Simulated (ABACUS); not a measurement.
# TiTe2 (P-3m1) in ABACUS: tuning init wfc

Aim: find the choice of init wfc that runs TiTe2 fastest, at LDA. This setting moves, with any that are tied to it; all else stays.

Program: ABACUS 3.10.1. These are calculated values, not measurements. Logs are shortened: lines on timing, memory, paths and dates and some standing lists are left out, and cuts for length are marked.

## (1) Starting point

The structure is trigonal, space group P-3m1 (No. 164). The conventional cell has a = 3.777 Å, b = 3.777 Å, c = 6.498 Å, α = 90.00°, β = 90.00°, γ = 120.00°. Te (site symmetry 3m) has 3 Ti at 2.77 Å as nearest neighbours. Ti (site symmetry -3m) is surrounded by 6 Te at 2.77 Å.

## (2) With init wfc atomic

The input, INPUT:

```
INPUT_PARAMETERS
suffix              TiTe2
calculation         scf
basis_type          pw
pseudo_dir          ./
symmetry            1
dft_functional      pz
ecutwfc             84
pseudo_rcut         7
nspin               1
nbands              27
ks_solver           dav
smearing_method     mp
smearing_sigma      0.00734986
scf_thr             1e-08
scf_nmax            60
mixing_type         broyden
mixing_beta         0.7
cal_force           1
cal_stress          1
init_wfc            atomic
kpar                4
```

The input, STRU:

```
ATOMIC_SPECIES
Te 127.6000 Te.upf
Ti 47.8670 Ti.upf

LATTICE_CONSTANT
1.8897261246

LATTICE_VECTORS
3.7770000000 0.0000000000 0.0000000000
-1.8885000000 3.2709779501 0.0000000000
0.0000000000 0.0000000000 6.4980000000

ATOMIC_POSITIONS
Direct

Te
0.0
2
0.3333333333 0.6666666667 0.7372000000 1 1 1
0.6666666667 0.3333333333 0.2628000000 1 1 1

Ti
0.0
1
0.0000000000 0.0000000000 0.0000000000 1 1 1
```

The input, KPT:

```
K_POINTS
0
Gamma
6 6 3 0 0 0
```

Potentials or basis: PseudoDojo NC SR 0.4.1 LDA standard, plane waves.

Launch:

```bash
$ OMP_NUM_THREADS=1 mpirun -np 4 abacus > log
```

running log:

```text
ABACUS v3.10.1

               Atomic-orbital Based Ab-initio Computation at UStc

 ------------------------------------------------------------------------------------

 READING GENERAL INFORMATION
                           global_out_dir = OUT.TiTe2/
                           global_in_card = INPUT
                               pseudo_dir = ./
                              orbital_dir =
                                    DSIZE = 4
                                    GSIZE = 1

 READING UNITCELL INFORMATION
                                    ntype = 2
                  lattice constant (Bohr) = 1.88973
              lattice constant (Angstrom) = 1

 READING ATOM TYPE 1
                               atom label = Te
                      L=0, number of zeta = 1
                      L=1, number of zeta = 1
                      L=2, number of zeta = 1
             number of atom for this type = 2

 READING ATOM TYPE 2
                               atom label = Ti
                      L=0, number of zeta = 1
                      L=1, number of zeta = 1
                      L=2, number of zeta = 1
             number of atom for this type = 1

                        TOTAL ATOM NUMBER = 3
DIRECT COORDINATES
    atom                   x                   y                   z     mag                  vx                  vy                  vz
taud_Te1            0.3333333333        0.6666666667        0.7372000000  0.0000        0.0000000000        0.0000000000        0.0000000000
taud_Te2            0.6666666667        0.3333333333        0.2628000000  0.0000        0.0000000000        0.0000000000        0.0000000000
taud_Ti1            0.0000000000        0.0000000000        0.0000000000  0.0000        0.0000000000        0.0000000000        0.0000000000

                          Volume (Bohr^3) = 541.752
                             Volume (A^3) = 80.2793

 Lattice vectors: (Cartesian coordinate: in unit of a_0)
               +3.777                  +0                  +0
              -1.8885            +3.27098                  +0
                   +0                  +0              +6.498
 Reciprocal vectors: (Cartesian coordinate: in unit of 2 pi/a_0)
             +0.26476           +0.152859                  -0
                   -0           +0.305719                  -0
                   +0                  -0           +0.153894
 The esolver type has been set to : ksdft_pw

                PAO radial cut off (Bohr) = 7

 Read in pseudopotential file is Te.upf
                     pseudopotential type = NC
          exchange-correlation functional = SLAPWNOGXNOGC
                 nonlocal core correction = 1
                        valence electrons = 16
                                     lmax = 2
                           number of zeta = 3
                     number of projectors = 6
                           L of projector = 0
                           L of projector = 0
                           L of projector = 1
                           L of projector = 1
                           L of projector = 2
                           L of projector = 2
 XC functional updated to : pz
          exchange-correlation functional = PZ
                PAO radial cut off (Bohr) = 7

[... 176 lines left out ...]
 projector 6 L=2
 Ti non-local projectors:
 projector 1 L=0
 projector 2 L=0
 projector 3 L=1
 projector 4 L=1
 projector 5 L=2
 projector 6 L=2
      TOTAL NUMBER OF NONLOCAL PROJECTORS = 54

 Init Non-Local PseudoPotential table :
 Init Non-Local-Pseudopotential done.

                                     npwx = 7067

 Make real space PAO into reciprocal space.
       max mesh points in Pseudopotential = 701
     dq(describe PAO in reciprocal space) = 0.01
                                    max q = 1104

 number of pseudo atomic orbitals for Te is 3
WARNING: norm of atomic wavefunction # 2 of atomic type Te is 0.999978, renormalized
WARNING: norm of atomic wavefunction # 3 of atomic type Te is 0.99879, renormalized

 number of pseudo atomic orbitals for Ti is 4
WARNING: norm of atomic wavefunction # 3 of atomic type Ti is 0.999558, renormalized
WARNING: norm of atomic wavefunction # 4 of atomic type Ti is 0.991186, renormalized

 -------------------------------------------
 SELF-CONSISTENT
 -------------------------------------------
                                 init_chg = atomic

 PW ALGORITHM --------------- ION=   1  ELEC=   1--------------------------------

 Notice: Threshold on eigenvalues was too large.
 hsover_error=0.44 > DRHO=0.0603167
 Origin diag ethr = 0.01
 New diag ethr = 0.000137083

 Density error is 0.0615436710391
                          Error Threshold = 0.000137083495319
----------------------------------------------------------
     Energy           Rydberg                 eV
----------------------------------------------------------
 E_KohnSham     -537.3211696494      -7310.6295632563
 E_Harris       -538.0625768234      -7320.7169253616
 E_Fermi        0.7551729477         10.2746550635
----------------------------------------------------------
[... 75 lines left out ...]
 Density error is 6.71589135623e-09
                          Error Threshold = 7.9646692587e-11
----------------------------------------------------------
     Energy           Rydberg                 eV
----------------------------------------------------------
 E_KohnSham     -537.3338797456      -7310.8024929871
 E_KS(sigma->0) -537.3339438944      -7310.8033657763
 E_Harris       -537.3343382329      -7310.8087310263
 E_band         -49.0348150815       -667.1528854852
 E_one_elec     -239.6082348665      -3260.0372819062
 E_Hartree      135.0271702893       1837.1389007512
 E_xc           -114.2876672893      -1554.9634862624
 E_Ewald        -318.4653403256      -4332.9432439372
 E_entropy(-TS) 0.0001924464         0.0026183676
 E_descf        0.0000000000         0.0000000000
 E_exx          0.0000000000         0.0000000000
 E_Fermi        0.7490816833         10.1917791597
----------------------------------------------------------

 charge density convergence is achieved
 final etot is -7310.802493 eV
 EFERMI = 10.19177916 eV

 STATE ENERGY(eV) AND OCCUPATIONS    NSPIN == 1
 1/5 kpoint (Cartesian) = 0.0000 0.0000 0.0000 (7067 pws)
       1       -46.6618      0.0185185
       2       -26.2237      0.0185185
       3       -26.2237      0.0185185
       4       -26.2204      0.0185185
       5       -26.2204      0.0185185
       6       -26.2052      0.0185185
[... 135 lines left out ...]
      26        12.4260   -9.69146e-88
      27        13.5087   -1.43879e-87

------------------------------------------------------------------------------------------
 TOTAL-FORCE (eV/Angstrom)
------------------------------------------------------------------------------------------
                       Te1         0.0000000000         0.0000000000         0.3837026428
                       Te2         0.0000000000         0.0000000000        -0.3837026428
                       Ti1         0.0000000000         0.0000000000         0.0000000000
------------------------------------------------------------------------------------------

----------------------------------------------------------------
 TOTAL-STRESS (KBAR)
----------------------------------------------------------------
       -40.3456105727         0.0000000000        -0.0000000000
         0.0000000000       -40.3456105726         0.0000000000
         0.0000000000         0.0000000000       -45.7357968348
----------------------------------------------------------------
 TOTAL-PRESSURE: -42.142339 KBAR

 --------------------------------------------
 !FINAL_ETOT_IS -7310.8024929871135100 eV
 --------------------------------------------
```

Run time: 11 s. Hardware: 4 MPI ranks of Intel Xeon 6975P-C (Granite Rapids), shared host; peak memory 0.6 GiB.

Results:

```yaml
Free_energy: -7310.8025 eV
Pressure: -4.2 GPa
Largest_force: 0.384 eV/Å
Band_gap_on_the_k_mesh: none (metal or under the smearing width)
```

## (3) With init wfc atomic+random

Edit INPUT of step 2 so:

```diff
@@ -20,3 +20,3 @@
 cal_stress          1
-init_wfc            atomic
+init_wfc            atomic+random
 kpar                4
```

STRU is that of step 2.

KPT is that of step 2.

Potentials or basis: PseudoDojo NC SR 0.4.1 LDA standard, plane waves.

Launch:

```bash
$ OMP_NUM_THREADS=1 mpirun -np 4 abacus > log
```

Wall time 11 s (4 MPI ranks of Intel Xeon 6975P-C (Granite Rapids), shared host); peak memory 0.6 GiB.

It converged, with:

```
Free energy            : -7310.8025 eV
Pressure               : -4.2 GPa
Largest force          : 0.384 eV/Å
Band gap on the k mesh : none (metal or under the smearing width)
```

## (4) With init wfc random

Edit INPUT of step 3 so:

```diff
@@ -20,3 +20,3 @@
 cal_stress          1
-init_wfc            atomic+random
+init_wfc            random
 kpar                4
```

STRU is that of step 3.

KPT is that of step 3.

Launch:

```bash
$ OMP_NUM_THREADS=1 mpirun -np 4 abacus > log
```

Run time: 14 s. Hardware: 4 MPI ranks of Intel Xeon 6975P-C (Granite Rapids), shared host; peak memory 0.6 GiB.

Results (log left out):

| Property | Result |
| --- | --- |
| Free energy | -7310.8025 eV |
| Pressure | -4.2 GPa |
| Largest force | 0.383 eV/Å |
| Band gap on the k mesh | none (metal or under the smearing width) |

## (5) The series at a glance

```csv
init wfc,energy less the last converged row (meV/atom),SCF cycles,wall time (s)
atomic,0.00,8,11
atomic+random,0.00,8,11
random,0.00,8,14
```

Fastest here: atomic (11 s), level within noise with atomic+random; slowest of those that converged: random (14 s). These are single runs, one after another on one machine, so differences under about a fifth mean little.
